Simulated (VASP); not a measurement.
# KBr (Pm-3m) in VASP: a series of runs

One crystal, KBr, is run at these levels: PBE; tasks: single point.

Everything below comes from runs of VASP 6.6.1. Logs are shortened: lines on timing, memory, paths and dates and some standing lists are left out, and cuts for length are marked.

### Step 1. The structure

It takes space group Pm-3m (No. 221, cubic). Conventional cell: a = 4.043 Å, b = 4.043 Å, c = 4.043 Å, α = 90.00°, β = 90.00°, γ = 90.00°. Br (site symmetry m-3m) is surrounded by 8 K at 3.50 Å. K (site symmetry m-3m) is surrounded by 8 Br at 3.50 Å.

Measurements of this composition are mostly on another form, of space group No. 225.

### Step 2. Single point, PBE

Input file INCAR:

```
  PREC = Accurate
  ENCUT = 250
  EDIFF = 1E-6
  ISMEAR = 0
  SIGMA = 0.05
  LREAL = False
  LASPH = True
  NELM = 100
  ALGO = Normal
  ISIF = 2
  LWAVE = False
  LCHARG = False
  GGA = PE
  NBANDS = 14
  ADDGRID = False
```

Input file KPOINTS:

```
Automatic mesh
0
Gamma
  5 5 5
```

Input file POSCAR:

```
KBr
1.0
    4.0434990000      0.0000000000      0.0000000000
    0.0000000000      4.0434990000      0.0000000000
    0.0000000000      0.0000000000      4.0434990000
Br K
1 1
Direct
    0.5000000000      0.5000000000      0.5000000000
    0.0000000000      0.0000000000      0.0000000000
```

Potentials or basis: VASP PAW PBE potentials, release 64 (Br, K_pv).

Run with:

```bash
$ cat potpaw_PBE.64/Br/POTCAR potpaw_PBE.64/K_pv/POTCAR > POTCAR
$ mpirun -np 1 vasp_std > vasp.out
```

OUTCAR:

```text
PREC = Accurate
   ENCUT = 250
   EDIFF = 1E-6
   ISMEAR = 0
   LREAL = False
   LASPH = True
   NELM = 100
   ISIF = 2
   GGA = PE

 Found     10 irreducible k-points:

 Following reciprocal coordinates:
            Coordinates               Weight
  0.000000  0.000000  0.000000      1.000000
  0.200000  0.000000  0.000000      6.000000
  0.400000  0.000000  0.000000      6.000000
  0.200000  0.200000  0.000000     12.000000
  0.400000  0.200000  0.000000     24.000000
  0.400000  0.400000  0.000000     12.000000
   k-points           NKPTS =     10   k-points in BZ     NKDIM =     10   number of bands    NBANDS=     14
   number of dos      NEDOS =    301   number of ions     NIONS =      2
   total plane-waves  NPLWV =  13824
   dimension x,y,z NGX =    24 NGY =   24 NGZ =   24
   dimension x,y,z NGXF=    48 NGYF=   48 NGZF=   48
   ions per type =               1   1
   NGX,Y,Z   is equivalent  to a cutoff of   9.87,  9.87,  9.87 a.u.
   NGXF,Y,Z  is equivalent  to a cutoff of  19.73, 19.73, 19.73 a.u.
 SYSTEM =  unknown system
   PREC   = accura    normal or accurate (medium, high low for compatibility)
   ISTART =      0    job   : 0-new  1-cont  2-samecut
   ICHARG =      2    charge: 1-file 2-atom 10-const
   ISPIN  =      1    spin polarized calculation?
   LNONCOLLINEAR =      F non collinear calculations
   LSORBIT =      F    spin-orbit coupling
   LASPH  =      T    aspherical Exc in radial PAW
   ENCUT  =  250.0 eV  18.37 Ry    4.29 a.u.   5.21  5.21  5.21*2*pi/ulx,y,z
   NELM   =    100;   NELMIN=  2; NELMDL= -5     # of ELM steps
   EDIFF  = 0.1E-05   stopping-criterion for ELM
   LREAL  =      F    real-space projection
   EDIFFG = 0.1E-04   stopping-criterion for IOM
   NSW    =      0    number of steps for IOM
   IBRION =     -1    ionic relax: 0-MD 1-quasi-New 2-CG
   NFREE  =      0    steps in history (QN), initial steepest desc. (CG)
   ISIF   =      2    stress and relaxation
   ISYM   =      2    0-nonsym 1-usesym 2-fastsym
   POTIM  = 0.5000    time-step for ionic-motion
   TEBEG  =    0.0;   TEEND  =   0.0 temperature during run
   PSTRESS=    0.0 pullay stress
   NELECT =      14.0000    total number of electrons
   NUPDOWN=      -1.0000    fix difference up-down
   EMIN   =  10.00;   EMAX   =-10.00  energy-range for DOS
   EFERMI =   0.00;   METHOD = LEGACY
   ISMEAR =     0;   SIGMA  =   0.05  broadening in eV -4-tet -1-fermi 0-gaus
   EFERMI_NEDOS =   21; number of points for ismear=-14 and -15
   IALGO  =     38    algorithm
   IMIX   =      4    mixing-type and parameters
     AMIX     =   0.40;   BMIX     =  1.00
     AMIX_MAG =   1.60;   BMIX_MAG =  1.00
  volume/ion in A,a.u.               =      33.06       223.07
  Fermi-wavevector in a.u.,A,eV,Ry     =   0.975799  1.843992 12.955234  0.952183
  Thomas-Fermi vector in A             =   2.106367
   LORBIT       =      0    0 simple, 1 ext, 2 COOP (PROOUT), +10 PAW based schemes
   GGA     = PE    functional components
   LHFCALC =     F    Hartree Fock is set to
   AEXX    =    0.0000 exact exchange contribution
   IVDW    =     0    specifies the selected vdW correction
   LEPSILON=     F    determine dielectric tensor
   LRPA    =     F    only Hartree local field effects (RPA)
 non-spin polarized calculation
 Gauss-broadening in eV      SIGMA  =   0.05
  energy-cutoff  :      250.00
  volume of cell :       66.11
 maximum number of plane-waves:       619
 NGX is ok and might be reduce to    24
   NGX = 11   NGY = 11   NGZ = 11

 number of electron      13.9999985 magnetization

 Free energy of the ion-electron system (eV)
  ---------------------------------------------------
  ext. energy  EPLUGINS =         0.00000000
  ---------------------------------------------------
  free energy    TOTEN  =        -6.04037671 eV

  energy without entropy =       -6.04037671  energy(sigma->0) =       -6.04037671

 E-fermi :  -1.7656     XC(G=0):  -7.7941

 val. band max:       -1.9994275907   @ k =   0.4000   0.4000   0.0000
 cond. band min:       1.8986927475   @ k =   0.0000   0.0000   0.0000
 fundamental gap:      3.8981203382
 Fermi energy:        -1.7656082679

 k-point     1 :       0.0000    0.0000    0.0000
  band No.  band energies     occupation
      1     -14.7411      2.00000
      2     -14.0372      2.00000
      3     -14.0372      2.00000
      4     -14.0372      2.00000
      5      -2.2165      2.00000
      6      -2.2165      2.00000
      7      -2.2165      2.00000
      8       1.8987      0.00000
      9       3.8938      0.00000
     10       3.8938      0.00000
     11       7.8500      0.00000
     12       7.8500      0.00000
     13       7.8500      0.00000
     14      10.5930      0.00000

 k-point     2 :       0.2000    0.0000    0.0000
  band No.  band energies     occupation
      1     -14.8035      2.00000
      2     -14.0306      2.00000
      3     -14.0306      2.00000
      4     -13.9663      2.00000
      5      -2.9334      2.00000
      6      -2.2059      2.00000
      7      -2.2059      2.00000
      8       2.7381      0.00000
      9       4.1985      0.00000
     10       4.6635      0.00000
     11       7.7355      0.00000
     12       7.7355      0.00000
     13       8.0293      0.00000
     14       9.2189      0.00000

 k-point     3 :       0.4000    0.0000    0.0000
  band No.  band energies     occupation
      1     -14.8952      2.00000
      2     -14.0198      2.00000
      3     -14.0198      2.00000
      4     -13.8563      2.00000
      5      -3.7787      2.00000
      6      -2.1904      2.00000
      7      -2.1904      2.00000
      8       4.1624      0.00000
      9       4.9853      0.00000
     10       5.6878      0.00000
     11       7.3780      0.00000
     12       7.7754      0.00000
     13       7.7754      0.00000
     14       8.3843      0.00000

 k-point     4 :       0.2000    0.2000    0.0000
  band No.  band energies     occupation
      1     -14.7960      2.00000
      2     -14.0859      2.00000
      3     -14.0245      2.00000
      4     -13.9182      2.00000
      5      -2.9721      2.00000
      6      -2.6889      2.00000
      7      -2.1736      2.00000
      8       3.3646      0.00000
      9       4.5542      0.00000
     10       5.1452      0.00000
     11       7.1227      0.00000
     12       7.3982      0.00000
     13       8.2864      0.00000
     14       9.0333      0.00000

 k-point     5 :       0.4000    0.2000    0.0000
  band No.  band energies     occupation
      1     -14.8025      2.00000
      2     -14.0832      2.00000
      3     -14.0146      2.00000
      4     -13.9107      2.00000
      5      -3.6120      2.00000
      6      -2.6650      2.00000
      7      -2.1200      2.00000
      8       4.3191      0.00000
      9       4.7424      0.00000
     10       6.0203      0.00000
     11       6.9158      0.00000
     12       7.1991      0.00000
     13       7.4716      0.00000
     14       8.5941      0.00000

 k-point     6 :       0.4000    0.4000    0.0000
  band No.  band energies     occupation
      1     -14.6083      2.00000
      2     -14.1646      2.00000
      3     -14.0621      2.00000
      4     -14.0062      2.00000
      5      -3.3495      2.00000
      6      -3.2581      2.00000
      7      -1.9994      2.00000
      8       3.5772      0.00000
      9       4.6093      0.00000
     10       6.2571      0.00000
     11       6.4746      0.00000
     12       7.5465      0.00000
     13       7.6141      0.00000
     14       9.3576      0.00000

 [... further k-points ...]

------------------------ aborting loop because EDIFF is reached ----------------------------------------

  FORCE on cell =-STRESS in cart. coord.  units (eV):
  Direction    XX          YY          ZZ          XY          YZ          ZX
  --------------------------------------------------------------------------------------
  -------------------------------------------------------------------------------------
  Total        0.0072477      0.0072477      0.0072477     -0.0000000     -0.0000000     -0.0000000
  in kB        0.1756459      0.1756459      0.1756459     -0.0000000     -0.0000000     -0.0000000
  external PRESSURE =       0.1756459 kB  Pullay stress =       0.0000000 kB

 VOLUME and BASIS-vectors are now :
 -----------------------------------------------------------------------------
  energy-cutoff  :      250.00
  volume of cell :       66.11
      direct lattice vectors                 reciprocal lattice vectors
     4.043499000  0.000000000  0.000000000     0.247310559  0.000000000  0.000000000
     0.000000000  4.043499000  0.000000000     0.000000000  0.247310559  0.000000000
     0.000000000  0.000000000  4.043499000     0.000000000  0.000000000  0.247310559

 POSITION                                       TOTAL-FORCE (eV/Angst)
 -----------------------------------------------------------------------------------
      2.02175      2.02175      2.02175         0.000000      0.000000      0.000000
      0.00000      0.00000      0.00000         0.000000      0.000000      0.000000
 -----------------------------------------------------------------------------------
    total drift:                                0.000000     -0.000000     -0.000000

  FREE ENERGIE OF THE ION-ELECTRON SYSTEM (eV)
  ---------------------------------------------------
  free  energy   TOTEN  =        -6.0403767094 eV

  energy  without entropy=       -6.0403767094  energy(sigma->0) =       -6.04037671
```

Run time: 2.9 s. Hardware: 1 thread of Intel Xeon Platinum 8488C (Sapphire Rapids), shared host; peak memory 0.13 GiB.

These settings aren't checked as converged: the numbers below hold their error.

Results:

```yaml
Free_energy: -6.0404 eV
Pressure: 0.0 GPa
Band_gap_on_the_k_mesh: 3.90 eV, indirect (least direct gap 4.12 eV)
```

Caveat: the cutoff is under 1.25 times the usual one of these potentials, so pressure, stress and relaxed cells hold a basis-set (Pulay) error; an odd mesh through Γ misses points on the zone boundary, where band edges often lie.

### Step 3. Single point, PBE

Edit INCAR of step 2 so:

```diff
@@ -1,3 +1,3 @@
   PREC = Accurate
-  ENCUT = 250
+  ENCUT = 700
   EDIFF = 1E-6
```

Input file KPOINTS:

```
Automatic mesh
0
Gamma
  3 3 3
```

POSCAR is that of step 2.

Potentials or basis: VASP PAW PBE potentials, release 64 (Br, K_pv).

Run with:

```bash
$ cat potpaw_PBE.64/Br/POTCAR potpaw_PBE.64/K_pv/POTCAR > POTCAR
$ mpirun -np 1 vasp_std > vasp.out
```

OUTCAR:

```text
PREC = Accurate
   ENCUT = 700
   EDIFF = 1E-6
   ISMEAR = 0
   LREAL = False
   LASPH = True
   NELM = 100
   ISIF = 2
   GGA = PE

 Found      4 irreducible k-points:

 Following reciprocal coordinates:
            Coordinates               Weight
  0.000000  0.000000  0.000000      1.000000
  0.333333  0.000000  0.000000      6.000000
  0.333333  0.333333  0.000000     12.000000
  0.333333  0.333333  0.333333      8.000000
   k-points           NKPTS =      4   k-points in BZ     NKDIM =      4   number of bands    NBANDS=     14
   number of dos      NEDOS =    301   number of ions     NIONS =      2
   total plane-waves  NPLWV =  46656
   dimension x,y,z NGX =    36 NGY =   36 NGZ =   36
   dimension x,y,z NGXF=    72 NGYF=   72 NGZF=   72
   ions per type =               1   1
   NGX,Y,Z   is equivalent  to a cutoff of  14.80, 14.80, 14.80 a.u.
   NGXF,Y,Z  is equivalent  to a cutoff of  29.60, 29.60, 29.60 a.u.
 SYSTEM =  unknown system
   PREC   = accura    normal or accurate (medium, high low for compatibility)
   ISTART =      0    job   : 0-new  1-cont  2-samecut
   ICHARG =      2    charge: 1-file 2-atom 10-const
   ISPIN  =      1    spin polarized calculation?
   LNONCOLLINEAR =      F non collinear calculations
   LSORBIT =      F    spin-orbit coupling
[... 69 lines left out ...]
      8       1.9076      0.00000
      9       3.8978      0.00000
     10       3.8978      0.00000
     11       7.8427      0.00000
     12       7.8427      0.00000
     13       7.8427      0.00000
     14      10.5957      0.00000
[... 37 lines left out ...]
      1     -14.5242      2.00000
      2     -14.1330      2.00000
      3     -14.1330      2.00000
      4     -14.0420      2.00000
      5      -3.0963      2.00000
      6      -3.0963      2.00000
      7      -3.0929      2.00000
      8       4.9048      0.00000
      9       5.4826      0.00000
     10       5.4826      0.00000
     11       6.2990      0.00000
     12       7.2960      0.00000
     13       7.2960      0.00000
     14       9.9565      0.00000

------------------------ aborting loop because EDIFF is reached ----------------------------------------

  FORCE on cell =-STRESS in cart. coord.  units (eV):
  Direction    XX          YY          ZZ          XY          YZ          ZX
  --------------------------------------------------------------------------------------
  -------------------------------------------------------------------------------------
  Total        0.1331523      0.1331523      0.1331523     -0.0000000     -0.0000000      0.0000000
  in kB        3.2269136      3.2269136      3.2269136     -0.0000000     -0.0000000      0.0000000
  external PRESSURE =       3.2269136 kB  Pullay stress =       0.0000000 kB

 VOLUME and BASIS-vectors are now :
 -----------------------------------------------------------------------------
  energy-cutoff  :      700.00
  volume of cell :       66.11
      direct lattice vectors                 reciprocal lattice vectors
     4.043499000  0.000000000  0.000000000     0.247310559  0.000000000  0.000000000
     0.000000000  4.043499000  0.000000000     0.000000000  0.247310559  0.000000000
     0.000000000  0.000000000  4.043499000     0.000000000  0.000000000  0.247310559

 POSITION                                       TOTAL-FORCE (eV/Angst)
 -----------------------------------------------------------------------------------
      2.02175      2.02175      2.02175         0.000000      0.000000      0.000000
      0.00000      0.00000      0.00000         0.000000      0.000000      0.000000
 -----------------------------------------------------------------------------------
    total drift:                                0.000000      0.000000      0.000000

  FREE ENERGIE OF THE ION-ELECTRON SYSTEM (eV)
  ---------------------------------------------------
  free  energy   TOTEN  =        -6.0137782175 eV

  energy  without entropy=       -6.0137782175  energy(sigma->0) =       -6.01377822
```

It took 5.1 s on 1 thread of Intel Xeon Platinum 8488C (Sapphire Rapids), shared host; peak memory 0.2 GiB.

These settings aren't checked as converged: the numbers below hold their error.

What came out:

```
Free energy            : -6.0138 eV
Pressure               : 0.3 GPa
Band gap on the k mesh : 3.95 eV, indirect (least direct gap 4.10 eV)
```

Caveat: the k mesh is coarse (spacing up to 0.52 Å⁻¹), so the values aren't converged; an odd mesh through Γ misses points on the zone boundary, where band edges often lie.
